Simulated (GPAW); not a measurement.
# Nd (Fm-3m) in GPAW: single point with PBE

Aim: the single point of Nd with PBE.

Everything below comes from runs of GPAW 26.7.0. Logs are shortened: lines on timing, memory, paths and dates and some standing lists are left out, and cuts for length are marked. The log counts tension as positive stress, the text compression.

## 1. The structure

It takes space group Fm-3m (No. 225, cubic). The conventional cell has a = 5.210 Å, b = 5.210 Å, c = 5.210 Å, α = 90.00°, β = 90.00°, γ = 90.00°. Around Nd (site symmetry m-3m) lie 12 Nd at 3.68 Å.

This isn't the form of Nd at room conditions, which is double hcp.

## 2. Single point, PBE, collinear spin, ferromagnetic start

run.py reads:

```python
from ase.dft.bandgap import bandgap
from ase.io import read, write
from ase.units import GPa
from gpaw import GPAW, PW

atoms = read('POSCAR')
atoms.set_initial_magnetic_moments([3.0])

calc = GPAW(mode=PW(800),
            xc='PBE',
            kpts={'size': (9, 9, 9), 'gamma': True},
            occupations={'name': 'methfessel-paxton', 'order': 0, 'width': 0.05},
            nbands=18,
            convergence={'density': 1e-05, 'energy': 1e-05},
            maxiter=150,
            txt='gpaw.txt')
atoms.calc = calc
energy = atoms.get_potential_energy()
forces = atoms.get_forces()
stress = atoms.get_stress()
calc.write('gs.gpw')
write('result.traj', atoms)
print(f'Energy: {energy:.6f} eV')
print('Forces (eV/A):')
print(forces.round(4))
print('Stress (GPa):', (stress / GPa).round(3))
print('Moments:', calc.get_magnetic_moments().round(3))
print('Fermi level:', round(calc.get_fermi_level(), 4), 'eV')
print(f'Gap: {bandgap(calc)[0]:.4f} eV, direct: {bandgap(calc, direct=True)[0]:.4f} eV')
```

POSCAR reads:

```
Nd
1.0
    0.0000000000      2.6049204508      2.6049204508
    2.6049204508      0.0000000000      2.6049204508
    2.6049204508      2.6049204508      0.0000000000
Nd
1
Direct
    0.0000000000      0.0000000000      0.0000000000
```

Potentials or basis: GPAW PAW data sets (gpaw-data 1.2.1), pw.

On the command line:

```console
$ OMP_NUM_THREADS=1 python run.py
```

gpaw.txt:

```text
__  _  _
 | _ |_)|_||  |
 |__||  | ||/\| - 26.7.0

Input parameters:
  mode=PW(ecut=800.0),
  convergence={'density': 1e-05, 'energy': 1e-05},
  kpts=MonkhorstPack(size=(9, 9, 9), gamma=True),
  maxiter=150,
  nbands=18,
  occupations=Occupations(name='methfessel-paxton', order=0, width=0.05),
  xc=XC(name='PBE')

Diagonalizing LCAO Hamiltonian
Converting LCAO to pw mode

       Nd

Atoms  # Å, Bohr magnetons
|   | symbol |        x |        y |        z |    initial magnetic moments |
|---|--------|----------|----------|----------|-----------------------------|
| 0 |     Nd | 0.000000 | 0.000000 | 0.000000 | ( 0.0000,  0.0000,  3.0000) |

Unit cell  # Å
| periodic |        x |        y |        z |  lengths |    angles |
|----------|----------|----------|----------|----------|-----------|
|      yes | 0.000000 | 2.604920 | 2.604920 | 3.683914 | 60.000000 |
|      yes | 2.604920 | 0.000000 | 2.604920 | 3.683914 | 60.000000 |
|      yes | 2.604920 | 2.604920 | 0.000000 | 3.683914 | 60.000000 |

Number of symmetries: 48
Symmetry operations  # r_c * U_cc + t_c -> r_c
|    | kind |            matrix            |
|----|------|------------------------------|
|  0 |  σ   |  1, 0, 0,  1, 0,-1,  1,-1, 0 |
|  1 |  C2  |  1, 0, 0,  1,-1, 0,  1, 0,-1 |
|  2 |  E   |  1, 0, 0,  0, 1, 0,  0, 0, 1 |
|  3 |  σ   |  1, 0, 0,  0, 0, 1,  0, 1, 0 |
|  4 |  C4  |  1, 0,-1,  1, 0, 0,  1,-1, 0 |
|  5 |  S6  |  1, 0,-1,  1,-1, 0,  1, 0, 0 |
|  6 |  σ   |  1, 0,-1,  0, 1,-1,  0, 0,-1 |
|  7 |  C3  |  1, 0,-1,  0, 0,-1,  0, 1,-1 |
|  8 |  S6  |  1,-1, 0,  1, 0, 0,  1, 0,-1 |
|  9 |  C4  |  1,-1, 0,  1, 0,-1,  1, 0, 0 |
| 10 |  C3  |  1,-1, 0,  0,-1, 1,  0,-1, 0 |
| 11 |  σ   |  1,-1, 0,  0,-1, 0,  0,-1, 1 |
| 12 |  σ   |  0, 1, 0,  1, 0, 0,  0, 0, 1 |
| 13 |  C4  |  0, 1, 0,  0, 1,-1, -1, 1, 0 |
| 14 |  C3  |  0, 1, 0,  0, 0, 1,  1, 0, 0 |
| 15 |  S6  |  0, 1, 0, -1, 1, 0,  0, 1,-1 |
| 16 |  C2  |  0, 1,-1,  1, 0,-1,  0, 0,-1 |
| 17 |  σ   |  0, 1,-1,  0, 1, 0, -1, 1, 0 |
| 18 |  S4  |  0, 1,-1,  0, 0,-1,  1, 0,-1 |
| 19 |  C4  |  0, 1,-1, -1, 1, 0,  0, 1, 0 |
| 20 |  C3  |  0, 0, 1,  1, 0, 0,  0, 1, 0 |
| 21 |  σ   |  0, 0, 1,  0, 1, 0,  1, 0, 0 |
| 22 |  S6  |  0, 0, 1,  0,-1, 1, -1, 0, 1 |
| 23 |  C4  |  0, 0, 1, -1, 0, 1,  0,-1, 1 |
| 24 |  S4  |  0, 0,-1,  1, 0,-1,  0, 1,-1 |
| 25 |  C3  |  0, 0,-1,  0, 1,-1,  1, 0,-1 |
| 26 |  C2  |  0, 0,-1,  0,-1, 0, -1, 0, 0 |
| 27 |  S6  |  0, 0,-1, -1, 0, 0,  0,-1, 0 |
| 28 |  S4  |  0,-1, 1,  1,-1, 0,  0,-1, 0 |
| 29 |  C4  |  0,-1, 1,  0, 0, 1, -1, 0, 1 |
| 30 |  C2  |  0,-1, 1,  0,-1, 0,  1,-1, 0 |
| 31 |  σ   |  0,-1, 1, -1, 0, 1,  0, 0, 1 |
| 32 |  C3  |  0,-1, 0,  1,-1, 0,  0,-1, 1 |
| 33 |  S6  |  0,-1, 0,  0, 0,-1, -1, 0, 0 |
| 34 |  S4  |  0,-1, 0,  0,-1, 1,  1,-1, 0 |
| 35 |  C2  |  0,-1, 0, -1, 0, 0,  0, 0,-1 |
| 36 |  C2  | -1, 1, 0,  0, 1, 0,  0, 1,-1 |
| 37 |  S6  | -1, 1, 0,  0, 1,-1,  0, 1, 0 |
| 38 |  S4  | -1, 1, 0, -1, 0, 1, -1, 0, 0 |
| 39 |  C3  | -1, 1, 0, -1, 0, 0, -1, 0, 1 |
| 40 |  S6  | -1, 0, 1,  0, 0, 1,  0,-1, 1 |
| 41 |  C2  | -1, 0, 1,  0,-1, 1,  0, 0, 1 |
| 42 |  C3  | -1, 0, 1, -1, 1, 0, -1, 0, 0 |
| 43 |  S4  | -1, 0, 1, -1, 0, 0, -1, 1, 0 |
| 44 |  C2  | -1, 0, 0,  0, 0,-1,  0,-1, 0 |
| 45 |  i   | -1, 0, 0,  0,-1, 0,  0, 0,-1 |
| 46 |  σ   | -1, 0, 0, -1, 1, 0, -1, 0, 1 |
| 47 |  C2  | -1, 0, 0, -1, 0, 1, -1, 1, 0 |

BZ-sampling:
  Number of BZ points: 729
  Number of IBZ points: 35

  Monkhorst-Pack size: [9, 9, 9]
  Monkhorst-Pack shift: [0, 0, 0]

K-points  # in reciprocal-cell coordinates
|     |                                coordinates |     weight |
|-----|--------------------------------------------|------------|
|   0 | (  0.00000000,   0.00000000,   0.00000000) | 0.00137174 |
|   1 | (  0.11111111,   0.11111111,   0.00000000) | 0.00823045 |
|   2 | (  0.11111111,   0.11111111,   0.11111111) | 0.01097394 |
|   3 | (  0.22222222,   0.11111111,   0.11111111) | 0.01646091 |
|   4 | (  0.22222222,   0.22222222,   0.00000000) | 0.00823045 |
|   5 | (  0.22222222,   0.22222222,   0.11111111) | 0.03292181 |
|   6 | (  0.22222222,   0.22222222,   0.22222222) | 0.01097394 |
|   7 | (  0.33333333,   0.22222222,   0.11111111) | 0.03292181 |
|   8 | (  0.33333333,   0.22222222,   0.22222222) | 0.03292181 |
|   9 | (  0.33333333,   0.33333333,  -0.33333333) | 0.01646091 |
| ... |                                            |            |
|  34 | (  0.44444444,   0.44444444,   0.44444444) | 0.01097394 |

Plane wave coefficients: 1853
Cutoff: 800.0 eV

Spin-components: 2 (collinear spins)
Bands:           18
Projectors:      8
Spin-degeneracy: 1
Datatype:        complex128

Parallelization:
  kpt:    1
  domain: 1
  band:   1

Density:
  Valence electrons: 14.0
  Components: 2
  Grid points: [25 25 25]
  Charge: 0.0  # |e|

Potential:
  Grid points: [25 25 25]

species:
  Nd:
    name:    Neodymium
    Z:       60.0
    valence: 14
    core:    46
    charge:  0.0  # [|e|]
    compensation charges:
      type: gauss
      rc: 0.35  # [Å]
      lmax: 2
    cutoffs:
      filter: 1.17  # [Å]
      core: 2.04  # [Å]
    projectors
    | kind |    occ | energy [eV] | rcut [Å] |
    |------|--------|-------------|----------|
    |   5s |  2.000 |     -40.464 |    1.164 |
    |   6s |  2.000 |      -3.502 |    1.164 |
    |   5p |  6.000 |     -22.090 |    1.164 |
    |   6p |  0.000 |      -1.232 |    1.164 |
    |   5d |  0.000 |      -1.918 |    1.164 |
    |   4f |  4.000 |      -1.747 |    1.164 |
    |    d |        |      25.294 |    1.164 |
    |    f |        |      25.464 |    1.164 |

    Using partial waves for Nd as LCAO basis

Reference energy: -261880.894526  # eV

eigensolver:
  PPCG
  Converge bands: occupied
  niter=2

density mixing:
  MSR1-Mixer
  Pratt-step length: 0.05
  Maximum mixing coefficient: 0.75
  Old densities: 10
  SVD Regularization: 0.005
  Good broyden scale: 1.0
  Trust region scale: 1.0
  Backstep threshold: 4.0
  History deletion threshold: 6.0
  Fourier metric: weight=20.0, sigma=0.015

occupation numbers:
  Methfessel-Paxton:
    width: 0.0500  # eV
    order: 0

poisson solver:
  ecut: 6400.0  # eV

xc functional:
  name: PBE with 2 nearest neighbor stencil

convergence criteria:
- Maximum integral of absolute [dens]ity change: 1e-05 electrons / valence electron
- Maximum [total energy] change in last 3 cyles: 1e-05 eV / valence electron
- Maximum integral of absolute [eigenst]ate change: 4e-08 eV^2 / valence electron
maximum number of iterations: 150

SCF iterations
|iter     | |      energy | eigst |  dens |  magmom |
|---------|-|-------------|-------|-------|---------|
|iter:   1| |  -15.913196 | -0.53 |       |  +3.0097|
|iter:   2| |   -8.512207 | -0.96 | -0.21 |  +2.8780|
|iter:   3| |  -17.659227 | +0.50 | -0.32 |  +2.4450|
|iter:   4| |   -7.344563 | -0.54 | -0.17 |  +2.7870|
|iter:   5| |  -10.057847 | -0.12 | -0.32 |  +3.3667|
|iter:   6| |   -7.430349 | +0.11 | -0.25 |  +3.1413|
|iter:   7| |   -5.780549 | -0.63 | -0.34 |  +3.7013|
|iter:   8| |   -5.410313 | -1.42 | -0.71 |  +3.6722|
|iter:   9| |   -5.388041 | -2.73 | -1.13 |  +3.8368|
|iter:  10| |   -5.392985 | -3.69 | -1.87 |  +3.9324|
|iter:  11| |   -5.399689 | -2.84 | -1.81 |  +4.1671|
|iter:  12| |   -5.399907 | -4.74 | -1.98 |  +4.1853|
|iter:  13| |   -5.400463 | -4.05 | -2.34 |  +4.2298|
|iter:  14| |   -5.400365 | -4.70 | -2.46 |  +4.2032|
|iter:  15| |   -5.400411c| -5.51 | -3.24 |  +4.2072|
|iter:  16| |   -5.400404c| -6.31 | -3.71 |  +4.2041|
|iter:  17| |   -5.400412c| -6.35 | -3.59 |  +4.2057|
|iter:  18| |   -5.400411c| -7.78c| -4.43 |  +4.2054|
|iter:  19| |   -5.400411c| -7.64c| -4.72 |  +4.2055|
|iter:  20| |   -5.400410c| -8.07c| -5.53c|  +4.2054|

Converged in 20 steps
Energy contributions relative to reference atoms: (reference = -261880.894526)

Energy contributions:
  Kinetic:         -37.758943
  Coulomb:          32.623691
  Zero:              1.496638
  External:          0.000000
  Xc:               -1.749434
  Entropy:          -0.024723
  Spinorbit:         0.000000
  ----------------------------
  Free energy:      -5.412772
  Extrapolated:     -5.400410

dipole moment: (-31.813303, -31.813303, -31.813303)  # |e|*Ang

Total magnetic moment: (0.000000, 0.000000, 4.205443)

Local magnetic moments
|        x |        y |        z |
|----------|----------|----------|
| 0.000000 | 0.000000 | 3.409669 |  # Nd   0

Fermi level: 8.998
Eigenvalues  # (at kpt = [0.000, 0.000, 0.000])
| band index |      eig [eV] | occ [0-1] |      eig [eV] | occ [0-1] |
|------------|---------------|-----------|---------------|-----------|
|          0 |       -28.442 |     1.000 |       -26.714 |     1.000 |
|          1 |        -9.089 |     1.000 |        -7.676 |     1.000 |
|          2 |        -9.089 |     1.000 |        -7.676 |     1.000 |
|          3 |        -9.089 |     1.000 |        -7.676 |     1.000 |
|          4 |         4.903 |     1.000 |         5.872 |     1.000 |
|          5 |         8.594 |     1.000 |        10.904 |     0.000 |
|          6 |         8.885 |     0.999 |        11.127 |     0.000 |
|          7 |         8.885 |     0.999 |        11.127 |     0.000 |
|          8 |         8.885 |     0.999 |        11.127 |     0.000 |
|          9 |         9.218 |     0.000 |        11.553 |     0.000 |
|         10 |         9.218 |     0.000 |        11.553 |     0.000 |
|         11 |         9.218 |     0.000 |        11.553 |     0.000 |
|         12 |        10.564 |     0.000 |        11.627 |     0.000 |
|         13 |        10.564 |     0.000 |        11.627 |     0.000 |
|         14 |        10.564 |     0.000 |        11.627 |     0.000 |
|        ... |               |           |               |           |
|         17 |        17.900 |     0.000 |        19.507 |     0.000 |

No gap
No difference between direct/indirect transitions

Forces  # eV/Ang
|        x |       y |       z |
|----------|---------|---------|
| -0.00000 | 0.00000 | 0.00000 |  # Nd   0

Stress tensor  # eV/Ang^3
|        x |        y |        z |
|----------|----------|----------|
| 0.005982 | 0.000000 | 0.000000 |
| 0.000000 | 0.005982 | 0.000000 |
| 0.000000 | 0.000000 | 0.005982 |

# Writing to gs.gpw (mode='')
```

Run time: 67 s. Hardware: 1 thread of Arm Neoverse V2, shared host; peak memory 0.22 GiB.

Results:

```
Free energy            : -5.4128 eV
Pressure               : -1.0 GPa
Band gap on the k mesh : none (metal or under the smearing width)
Net moment             : 4.21 μB per cell
Site moments           : Nd +3.41 μB
```

Levels at points of the mesh, in eV from the Fermi level:
Spin up:
```
           k point  band 5  band 6  band 7  band 8  band 9  band 10  band 11  band 12  band 13  band 14
(0.00, 0.00, 0.00)   -4.09   -0.40   -0.11   -0.11   -0.11     0.22     0.22     0.22     1.57     1.57
```
Spin down:
```csv
k point,band 2,band 3,band 4,band 5,band 6,band 7,band 8,band 9
"(0.00, 0.00, 0.00)",-16.67,-16.67,-16.67,-3.13,1.91,2.13,2.13,2.13
```

Caveat: one-centre terms of the f shell are cut off; the magnetic or orbital state may not be the lowest; spin-orbit coupling is left out, which moves the levels of the heavy elements. The state reached can hang on the start; a lower one may exist.
